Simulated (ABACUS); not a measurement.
# TePb (Pm-3m) in ABACUS: notebook

The runs below take TePb through single point, relaxation of cell and atoms, with PBE.

Everything below comes from runs of ABACUS 3.10.1. Logs are shortened: lines on timing, memory, paths and dates and some standing lists are left out, and cuts for length are marked.

### 1 The structure

The structure is cubic, space group Pm-3m (No. 221). The conventional cell has a = 4.002 Å, b = 4.002 Å, c = 4.002 Å, α = 90.00°, β = 90.00°, γ = 90.00°. Around Pb (site symmetry m-3m) lie 8 Te at 3.47 Å. Te (site symmetry m-3m) is surrounded by 8 Pb at 3.47 Å.

Measurements of this composition are mostly on another form, of space group No. 225.

### 2 Single point, PBE

Input file run_abacus.py:

```python
"""ABACUS run from a structure file: ASE reads it, the script writes STRU, KPT and INPUT."""
import re
import subprocess
import spglib
from ase import Atoms
from ase.io import read
from ase.units import Bohr

atoms = read("TePb.cif")
cell, frac, numbers = spglib.standardize_cell((atoms.cell[:], atoms.get_scaled_positions(), atoms.numbers), to_primitive=True, symprec=1e-4)
atoms = Atoms(numbers=numbers, cell=cell, scaled_positions=frac, pbc=True)  # the primitive cell
atoms = atoms[(-atoms.numbers).argsort(kind="stable")]  # ABACUS lists atoms element by element
pseudo = {'Pb': 'Pb.upf', 'Te': 'Te.upf'}
orbital = {'Pb': 'Pb_confined-atom_8au_2s2p2d.orb', 'Te': 'Te_confined-atom_8au_2s2p2d.orb'}
magmoms = None
kmesh = [6, 6, 6]
params = {
    'suffix': 'TePb',
    'calculation': 'scf',
    'basis_type': 'lcao',
    'pseudo_dir': './',
    'orbital_dir': './',
    'symmetry': 1,
    'dft_functional': 'pbe',
    'ecutwfc': 100,
    'pseudo_rcut': 10,
    'nspin': 1,
    'nbands': 25,
    'ks_solver': 'genelpa',
    'smearing_method': 'fd',
    'smearing_sigma': 0.00367493,
    'scf_thr': 1e-07,
    'scf_nmax': 100,
    'mixing_type': 'broyden',
    'mixing_beta': 0.7,
    'cal_force': 1,
    'cal_stress': 1,
    'out_mul': 1,
    'out_chg': 1,
    'out_pot': 2,
    'out_elf': 1,
}

symbols = atoms.get_chemical_symbols()
elements = list(dict.fromkeys(symbols))
lines = ["ATOMIC_SPECIES"] + [f"{e} {atoms.get_masses()[symbols.index(e)]:.4f} {pseudo[e]}" for e in elements]
if orbital:
    lines += ["", "NUMERICAL_ORBITAL"] + [orbital[e] for e in elements]
lines += ["", "LATTICE_CONSTANT", f"{1 / Bohr:.10f}", "", "LATTICE_VECTORS"]
lines += [" ".join(f"{x:.10f}" for x in v) for v in atoms.cell]
lines += ["", "ATOMIC_POSITIONS", "Direct"]
for e in elements:
    lines += ["", e, "0.0", str(symbols.count(e))]
    for i, p in enumerate(atoms.get_scaled_positions(wrap=False)):
        if symbols[i] == e:
            mag = "" if magmoms is None else " mag " + " ".join(str(x) for x in (magmoms[i] if isinstance(magmoms[i], list) else [magmoms[i]]))
            lines.append(" ".join(f"{x:.10f}" for x in p) + " 1 1 1" + mag)
open("STRU", "w").write("\n".join(lines) + "\n")
open("KPT", "w").write("K_POINTS\n0\nGamma\n%d %d %d 0 0 0\n" % tuple(kmesh))
open("INPUT", "w").write("INPUT_PARAMETERS\n" + "".join(f"{k:<20s}{v}\n" for k, v in params.items()))

done = subprocess.run(['mpirun', '-np', '4', 'abacus'])
if done.returncode:
    raise SystemExit(done.returncode)
log = open("OUT.TePb/running_scf.log").read()
print("final energy (eV):", re.findall(r"FINAL_ETOT_IS (\S+)", log))
```

Input file TePb.cif:

```cif
data_TePb
_cell_length_a 4.00228700
_cell_length_b 4.00228700
_cell_length_c 4.00228700
_cell_angle_alpha 90.00000000
_cell_angle_beta 90.00000000
_cell_angle_gamma 90.00000000
_space_group_name_H-M_alt 'Pm-3m'
_space_group_name_Hall '-P 4 2 3'
_space_group_IT_number 221
loop_
_space_group_symop_operation_xyz
'x,y,z'
'-x,-y,-z'
'-y,x,z'
'y,-x,-z'
'-x,-y,z'
'x,y,-z'
'y,-x,z'
'-y,x,-z'
'x,-y,-z'
'-x,y,z'
'-y,-x,-z'
'y,x,z'
'-x,y,-z'
'x,-y,z'
'y,x,-z'
'-y,-x,z'
'z,x,y'
'-z,-x,-y'
'z,-y,x'
'-z,y,-x'
'z,-x,-y'
'-z,x,y'
'z,y,-x'
'-z,-y,x'
'-z,x,-y'
'z,-x,y'
'-z,-y,-x'
'z,y,x'
'-z,-x,y'
'z,x,-y'
'-z,y,x'
'z,-y,-x'
'y,z,x'
'-y,-z,-x'
'x,z,-y'
'-x,-z,y'
'-y,z,-x'
'y,-z,x'
'-x,z,y'
'x,-z,-y'
'-y,-z,x'
'y,z,-x'
'-x,-z,-y'
'x,z,y'
'y,-z,-x'
'-y,z,x'
'x,-z,y'
'-x,z,-y'
loop_
_atom_site_label
_atom_site_type_symbol
_atom_site_symmetry_multiplicity
_atom_site_Wyckoff_symbol
_atom_site_fract_x
_atom_site_fract_y
_atom_site_fract_z
_atom_site_occupancy
Pb1 Pb 1 a 0.0000000000 0.0000000000 0.0000000000 1
Te1 Te 1 b 0.5000000000 0.5000000000 0.5000000000 1
```

Potentials or basis: Ansatz NC PBE, DZP LCAO (the cutoffs set its grid).

Started as:

```sh
$ OMP_NUM_THREADS=1 python run_abacus.py > log
```

running log:

```text
[... set-up lines left out ...]
 LCAO ALGORITHM --------------- ION=   1  ELEC=   1--------------------------------

 Density error is 0.0537818465548
----------------------------------------------------------
     Energy           Rydberg                 eV
----------------------------------------------------------
 E_KohnSham     -383.2987973809      -5215.0476809278
 E_Harris       -380.5506636377      -5177.6574031541
 E_Fermi        0.7224812469         9.8298616557
----------------------------------------------------------

 LCAO ALGORITHM --------------- ION=   1  ELEC=   2--------------------------------

 Density error is 0.0310450159534
----------------------------------------------------------
     Energy           Rydberg                 eV
----------------------------------------------------------
 E_KohnSham     -383.3361842926      -5215.5563559570
 E_Harris       -384.3937073420      -5229.9446951954
 E_Fermi        0.7766993231         10.5675364275
----------------------------------------------------------

 LCAO ALGORITHM --------------- ION=   1  ELEC=   3--------------------------------

 Density error is 0.00533774865318
----------------------------------------------------------
     Energy           Rydberg                 eV
----------------------------------------------------------
 E_KohnSham     -383.3491599280      -5215.7328985345
 E_Harris       -383.1467992233      -5212.9796398988
 E_Fermi        0.7576951610         10.3089715367
----------------------------------------------------------

 LCAO ALGORITHM --------------- ION=   1  ELEC=   4--------------------------------

 Density error is 0.000676879589001
----------------------------------------------------------
     Energy           Rydberg                 eV
----------------------------------------------------------
 E_KohnSham     -383.3492616188      -5215.7342821084
 E_Harris       -383.3403328333      -5215.6127997498
 E_Fermi        0.7606287524         10.3488850948
----------------------------------------------------------

 LCAO ALGORITHM --------------- ION=   1  ELEC=   5--------------------------------

 Density error is 7.95294948299e-05
----------------------------------------------------------
     Energy           Rydberg                 eV
----------------------------------------------------------
 E_KohnSham     -383.3492620233      -5215.7342876117
 E_Harris       -383.3478044761      -5215.7144566653
 E_Fermi        0.7608129689         10.3513914898
----------------------------------------------------------

 LCAO ALGORITHM --------------- ION=   1  ELEC=   6--------------------------------

 Density error is 1.35044456781e-05
----------------------------------------------------------
     Energy           Rydberg                 eV
----------------------------------------------------------
 E_KohnSham     -383.3492620285      -5215.7342876827
 E_Harris       -383.3488081733      -5215.7281126661
 E_Fermi        0.7608267109         10.3515784593
----------------------------------------------------------

 LCAO ALGORITHM --------------- ION=   1  ELEC=   7--------------------------------

 Density error is 2.71426536214e-06
----------------------------------------------------------
     Energy           Rydberg                 eV
----------------------------------------------------------
 E_KohnSham     -383.3492620304      -5215.7342877086
 E_Harris       -383.3493827698      -5215.7359304522
 E_Fermi        0.7608340104         10.3516777735
----------------------------------------------------------

 LCAO ALGORITHM --------------- ION=   1  ELEC=   8--------------------------------

 Density error is 5.01016499521e-08
----------------------------------------------------------
     Energy           Rydberg                 eV
----------------------------------------------------------
 E_KohnSham     -383.3492620305      -5215.7342877095
 E_KS(sigma->0) -383.3490174473      -5215.7309599853
 E_Harris       -383.3492628548      -5215.7342989257
 E_band         -19.3577141947       -263.3752133039
 E_one_elec     -127.2722651609      -1731.6280035548
 E_Hartree      81.6387787089        1110.7525682018
 E_xc           -120.6484278137      -1641.5060730074
 E_Ewald        -217.0668585986      -2953.3461239007
 E_entropy(-TS) -0.0004891663        -0.0066554485
 E_descf        0.0000000000         0.0000000000
 E_exx          0.0000000000         0.0000000000
 E_Fermi        0.7608326249         10.3516589234
----------------------------------------------------------

 charge density convergence is achieved
 final etot is -5215.7342877 eV
 EFERMI = 10.351658923 eV
The vacuum level is 8.7764403335 eV

 STATE ENERGY(eV) AND OCCUPATIONS    NSPIN == 1
 1/20 kpoint (Cartesian) = 0.0000 0.0000 0.0000 (1780 pws)
       1       -25.1569     0.00925926
       2       -25.1569     0.00925926
       3       -25.1517     0.00925926
       4       -25.1517     0.00925926
       5       -25.1517     0.00925926
       6       -6.74029     0.00925926
[... 17 lines left out ...]
      24        24.3124        0.00000
      25        24.3124        0.00000

 2/20 kpoint (Cartesian) = 0.041643 0.0000 0.0000 (1816 pws)
       1       -25.1569      0.0555556
       2       -25.1558      0.0555556
       3       -25.1519      0.0555556
       4       -25.1519      0.0555556
       5       -25.1516      0.0555556
       6       -6.73932      0.0555556
[... 17 lines left out ...]
      24        22.5833        0.00000
      25        25.1910        0.00000

 3/20 kpoint (Cartesian) = 0.083286 0.0000 0.0000 (1824 pws)
       1       -25.1568      0.0555556
       2       -25.1537      0.0555556
       3       -25.1522      0.0555556
       4       -25.1522      0.0555556
       5       -25.1516      0.0555556
       6       -6.73739      0.0555556
[... 17 lines left out ...]
      24        22.4552        0.00000
      25        26.3238        0.00000

 4/20 kpoint (Cartesian) = 0.12493 0.0000 0.0000 (1818 pws)
       1       -25.1568      0.0277778
       2       -25.1527      0.0277778
       3       -25.1523      0.0277778
       4       -25.1523      0.0277778
       5       -25.1516      0.0277778
       6       -6.73643      0.0277778
[... 17 lines left out ...]
      24        23.6735        0.00000
      25        23.7809        0.00000

 5/20 kpoint (Cartesian) = 0.041643 0.041643 0.0000 (1816 pws)
       1       -25.1563       0.111111
       2       -25.1553       0.111111
       3       -25.1521       0.111111
       4       -25.1519       0.111111
       5       -25.1518       0.111111
       6       -6.72959       0.111111
[... 17 lines left out ...]
      24        23.7056        0.00000
      25        24.9113        0.00000

 6/20 kpoint (Cartesian) = 0.083286 0.041643 0.0000 (1825 pws)
       1       -25.1561       0.222222
       2       -25.1534       0.222222
       3       -25.1523       0.222222
       4       -25.1522       0.222222
       5       -25.1518       0.222222
       6       -6.72462       0.222222
[... 17 lines left out ...]
      24        23.5383        0.00000
      25        26.3894        0.00000

[... levels at 14 further k points ...]

 correction force for each atom along direction 1 is -8.05963e-15
 correction force for each atom along direction 2 is 2.40878e-15
 correction force for each atom along direction 3 is -1.34034e-15
------------------------------------------------------------------------------------------
 TOTAL-FORCE (eV/Angstrom)
------------------------------------------------------------------------------------------
                       Pb1         0.0000000000         0.0000000000         0.0000000000
                       Te1         0.0000000000         0.0000000000         0.0000000000
------------------------------------------------------------------------------------------

----------------------------------------------------------------
 TOTAL-STRESS (KBAR)
----------------------------------------------------------------
        10.8471022245        -0.0000000000         0.0000000000
         0.0000000000        10.8471022245        -0.0000000000
        -0.0000000000        -0.0000000000        10.8471022245
----------------------------------------------------------------
 TOTAL-PRESSURE: 10.847102 KBAR

 --------------------------------------------
 !FINAL_ETOT_IS -5215.7342877095343283 eV
 --------------------------------------------
```

It took 3.1 s on 4 MPI ranks of AMD EPYC 9R45 (Zen 5), shared host; peak memory 0.4 GiB.

What came out:

| Item | Value |
| --- | --- |
| Free energy | -5215.7343 eV |
| Pressure | 1.1 GPa |
| Band gap on the k mesh | none (metal or under the smearing width) |
| Mulliken charges | Pb +0.03; Te -0.03 e |

Caveat: the atomic orbitals were generated for these runs and aren't a published set; Mulliken charges move with the basis; the basis of atomic orbitals isn't converged, which shifts pressures, moduli and gaps. Spin-orbit coupling is left out, which matters for the levels of Pb, Te.

### 3 Relaxation of cell and atoms, PBE

Input file INPUT:

```
INPUT_PARAMETERS
suffix              TePb
calculation         cell-relax
basis_type          lcao
pseudo_dir          ./
orbital_dir         ./
symmetry            1
dft_functional      pbe
ecutwfc             100
pseudo_rcut         10
nspin               1
nbands              19
ks_solver           genelpa
smearing_method     fd
smearing_sigma      0.00367493
scf_thr             1e-07
scf_nmax            100
mixing_type         broyden
mixing_beta         0.7
cal_force           1
cal_stress          1
out_mul             1
relax_nmax          60
force_thr_ev        0.01
relax_method        cg
out_stru            1
stress_thr          0.5
```

Input file STRU:

```
ATOMIC_SPECIES
Pb 207.2000 Pb.upf
Te 127.6000 Te.upf

NUMERICAL_ORBITAL
Pb_confined-atom_8au_2s2p2d.orb
Te_confined-atom_8au_2s2p2d.orb

LATTICE_CONSTANT
7.5632263022

LATTICE_VECTORS
1.0000000000 0.0000000000 0.0000000000
0.0000000000 1.0000000000 0.0000000000
0.0000000000 0.0000000000 1.0000000000

ATOMIC_POSITIONS
Cartesian

Pb
0.0
1
0.0000000000 0.0000000000 0.0000000000 1 1 1

Te
0.0
1
0.5000000000 0.5000000000 0.5000000000 1 1 1
```

Input file KPT:

```
K_POINTS
0
Gamma
6 6 6 0 0 0
```

Potentials or basis: Ansatz NC PBE, DZP LCAO (the cutoffs set its grid).

Started as:

```sh
$ OMP_NUM_THREADS=1 mpirun -np 4 abacus > log
```

Wall time 16 s (4 MPI ranks of AMD EPYC 9R45 (Zen 5), shared host); peak memory 0.44 GiB.

The run converged. Its results:

```
Free energy                            : -5216.4350 eV
Relaxed volume                         : 52.39 Å³/atom
Relaxed cell                           : a = 4.714 Å, b = 4.714 Å, c = 4.714 Å, α = 90.00°, β = 90.00°, γ = 90.00°
Space group after relaxing (to 0.05 Å) : Pm-3m (No. 221)
Energy gained by relaxing              : 350.3 meV/atom
Ionic steps                            : 11
Pressure after relaxing                : 0.0 GPa
Mulliken charges                       : Pb +0.26; Te -0.26 e
```

The path:
| step | energy change (eV) | largest force (eV/Å) | pressure (GPa) | volume (Å³) |
| --- | --- | --- | --- | --- |
| 1 | 0.0000 | 0.0000 | 1.08 | 64.11 |
| 2 | -0.0164 | 0.0000 | 1.43 | 66.22 |
| 3 | -0.1079 | 0.0000 | 3.04 | 72.83 |
| 4 | -0.4682 | 0.0000 | 3.99 | 87.33 |
| 5 | -0.5070 | 0.0000 | -3.34 | 121.86 |
| 6 | -0.5741 | 0.0000 | -2.81 | 118.36 |
| 7 | -0.6865 | 0.0000 | -1.02 | 109.15 |
| 8 | -0.5772 | 0.0000 | 3.11 | 92.19 |
| 9 | -0.7005 | 0.0000 | 0.14 | 104.21 |
| 10 | -0.7006 | 0.0000 | 0.09 | 104.41 |
| 11 | -0.7007 | 0.0000 | 0.00 | 104.78 |

Final structure:
```cif
data_structure
_symmetry_space_group_name_H-M 'P 1'
_symmetry_Int_Tables_number 1
_cell_length_a 4.7144
_cell_length_b 4.7144
_cell_length_c 4.7144
_cell_angle_alpha 90.000
_cell_angle_beta 90.000
_cell_angle_gamma 90.000
_cell_volume 104.78
loop_
_atom_site_label
_atom_site_type_symbol
_atom_site_fract_x
_atom_site_fract_y
_atom_site_fract_z
_atom_site_occupancy
Pb1 Pb 0.00000 0.00000 0.00000 1
Te1 Te 0.50000 0.50000 0.50000 1
```

Caveat: the atomic orbitals were generated for these runs and aren't a published set; the volume moved by over 15 % at a fixed basis, so the end points are rough; Mulliken charges move with the basis; the basis of atomic orbitals isn't converged, which shifts pressures, moduli and gaps. The run has no spin-orbit coupling, so splittings on Pb, Te are missing.
